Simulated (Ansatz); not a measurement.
# Sc under changes of volume

One of the cells (25.253 Å³/atom); the others are scaled copies at fixed shape and fractional positions:

```
Sc
1.0
    -1.91721    1.91721    1.71760
     1.91721   -1.91721    1.71760
     1.91721    1.91721   -1.71760
Sc
1
Cartesian
  0.0000 0.0000 0.0000
```

This isn't the form of Sc at room conditions, which is hcp.

```yaml
Program: Ansatz 0.2.0
Functional: r2SCAN
Dispersion: rVV10
Potentials_or_basis: JTH PAW
Cutoff: "1350 eV (not typed: the program's choice for these potentials)"
k_mesh: 10 × 10 × 10
Occupations: fermi-dirac, width 0.1 eV
Spin: no spin polarisation
Hubbard_terms: Sc d U = 8 eV
```

```csv
volume (Å³/atom),energy over the lowest point (meV/atom),pressure (GPa)
23.738,556.14,36.5
24.243,445.37,33.8
24.748,810.71,33.1
25.253,247.12,29.2
25.758,158.54,27.1
26.264,?,?
26.769,0.00,23.3
```

Task: What does the run at 26.264 Å³/atom give?

Result: Energy over the lowest point 76.31 meV/atom; pressure 25.1 GPa.

The energies don't lie on one smooth curve, so no fit is given. The run at 24.748 Å³/atom lies farthest off, from a change of basis, grid or state.

Energies are extrapolated to zero smearing.

Caveats: U without spin polarisation on a metal has little footing; the U is typed as a test and isn't derived for this compound.
